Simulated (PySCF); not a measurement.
One of the candidates below gave these computed data.

All candidates are C4H8.

| technique | computed result |
| --- | --- |
| Polarisability | 51.4 au [CAM-B3LYP/def2-SVPD] |
| Dipole | 0.00 D [CAM-B3LYP/def2-SVPD] |
| Triplet | lowest triplet excitation (Tamm–Dancoff): 4.45 eV [TDA CAM-B3LYP/def2-SVPD] |
| UV, strongest line | among the 8 lowest singlet transitions: S3 at 7.38 eV (168 nm, f = 0.434) [TDDFT CAM-B3LYP/def2-SVPD] |
| UV, first state | lowest singlet excitation: 6.88 eV (180 nm, f = 0.004) [TDDFT CAM-B3LYP/def2-SVPD] |
| Rotational structure | rotational constants A, B, C: 34.969, 3.782, 3.563 GHz [GFN2-xTB] |

Electronic properties: PySCF, gas phase, density fitting. Levels stand in brackets. Isolated species at its GFN2-xTB geometry, gas phase.

Task: Which candidate is it?
A. `C/C=C/C` (trans-2-butene)
B. `CC1CC1` (methylcyclopropane)
C. `C1CCC1` (cyclobutane)
D. `C=CCC` (1-butene)

Result: A. It is `C/C=C/C`. Numbering: `[CH3:1]/[CH:2]=[CH:3]/[CH3:4]`. Its formula, C4H8, gives 1 degree of unsaturation: 0 rings and 1 π bond in the structure found. The vanishing dipole is forced by symmetry. The optimised geometry has point group C2h and is an asymmetric top.

The others, at the same levels:
- `C1CCC1` fails: its computed lowest singlet excitation is 8.30 eV (149 nm, f = 0.060 summed over 2 states within 0.01 eV) (against 6.88 eV), lowest triplet excitation (Tamm–Dancoff) is 8.09 eV (against 4.45 eV) and static isotropic polarisability is 46.0 au (against 51.4 au).
- `CC1CC1` fails: its computed lowest singlet excitation is 7.86 eV (158 nm, f = 0.010) (against 6.88 eV), lowest triplet excitation (Tamm–Dancoff) is 7.70 eV (against 4.45 eV) and strongest line among the 8 lowest singlet transitions is S7 at 8.88 eV (140 nm, f = 0.076) (against S3 at 7.38 eV).
- `C=CCC` fails: its computed lowest singlet excitation is 7.36 eV (169 nm, f = 0.071) (against 6.88 eV), rotational constant A is 22.392 GHz (against 34.969 GHz) and smallest rotational constant is 4.156 GHz (against 3.563 GHz).

Each candidate is one conformer, not necessarily the lowest. The conformers computed, where there is a choice (atom-mapped SMILES and torsion angles):
- `[CH2:1]=[CH:2][CH2:3][CH3:4]`: C1–C2–C3–C4 118°
